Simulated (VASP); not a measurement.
# BeTe in VASP: how settings move the r2SCAN single point

Aim: see what changed inputs do to the r2SCAN single point of BeTe (zincblende), under +3.1 % equal strain in all directions.

The runs shown are made with VASP 6.6.1. PAW datasets, plane waves. Computed at 0 K without zero-point motion; spin polarisation is off.

### 1 Starting point

The cell comes from an earlier relaxation with r2SCAN in another program.

Space group F-43m (No. 216), cubic; conventional cell a = 5.834 Å, 24.82 Å³ an atom. Around Be lie 4 Te at 2.53 Å; around Te lie 4 Be at 2.53 Å.

The structure in full:

```xyz
2
Lattice="0.0000 2.9172 2.9172 2.9172 0.0000 2.9172 2.9172 2.9172 0.0000" Properties=species:S:1:pos:R:3 pbc="T T T"
Be    0.0000    0.0000    0.0000
Te    1.4586    1.4586    1.4586
```

### 2 Reference

INCAR

```
ENCUT = 520.000000
SIGMA = 0.010000
EDIFF = 1.00e-07
ALGO = Normal
METAGGA = R2SCAN
PREC = Accurate
IBRION = -1
ISIF = 2
ISMEAR = 0
NBANDS = 11
NELM = 120
NSW = 0
LASPH = .TRUE.
LCHARG = .TRUE.
LELF = .TRUE.
LWAVE = .FALSE.
LREAL = .FALSE.
```

KPOINTS

```
KPOINTS created by Atomic Simulation Environment
0
Gamma
8 8 8
0 0 0
```

POSCAR

```
Be Te
 1.0000000000000000
     0.0000000000000000    2.9171595482999999    2.9171595482999999
     2.9171595482999999    0.0000000000000000    2.9171595482999999
     2.9171595482999999    2.9171595482999999    0.0000000000000000
 Be  Te
   1   1
Cartesian
  0.0000000000000000  0.0000000000000000  0.0000000000000000
  1.4585797741500000  1.4585797741500000  1.4585797741500000
```

A file KPOINTS_OPT adds named points for the levels; it doesn't enter the self-consistent loop.

Potentials: the recommended PBE PAW datasets, 8 valence electrons.

Command:

```bash
$ mpirun -np 1 vasp_std
```

### 3 Variant 1

INCAR, as its differences from that of step 2:

```diff
@@ -13,5 +13,4 @@
 LASPH = .TRUE.
-LCHARG = .TRUE.
-LELF = .TRUE.
+LCHARG = .FALSE.
 LWAVE = .FALSE.
-LREAL = .FALSE.
+LREAL = .TRUE.
```

KPOINTS is that of step 2.

POSCAR is that of step 2.

### 4 Variant 2

INCAR

```
ENCUT = 520.000000
SIGMA = 0.010000
EDIFF = 1.00e-07
ALGO = Normal
PREC = Accurate
IBRION = -1
ISIF = 2
ISMEAR = 0
NBANDS = 11
NELM = 120
NSW = 0
LASPH = .TRUE.
LCHARG = .FALSE.
LWAVE = .FALSE.
LREAL = .FALSE.
METAGGA = RSCAN
```

KPOINTS is that of step 2.

POSCAR is that of step 2.

**Question.** What will these runs give? Wanted: for each run, changed; ending; energy change; pressure; electronic steps; usable.

**Answer**, as computed:

| run | changed | ending | energy change (meV/atom) | pressure (GPa) | gap on the mesh (eV; negative: overlap) | electronic steps | time | usable |
| --- | --- | --- | --- | --- | --- | --- | --- | --- |
| ref. | – | converged | 0 | -4.5 | 2.57 | 13 | 68 s | yes |
| 1 | LREAL = .TRUE. | converged | -3.2 | -5.0 | 2.57 | 13 | 52 s | no |
| 2 | METAGGA = RSCAN | converged | – | -4.6 | 2.53 | 13 | 50 s | yes |

What this shows: Of 2 altered inputs, 1 ended normally on a faulty or unsound input, 1 gave usable results.
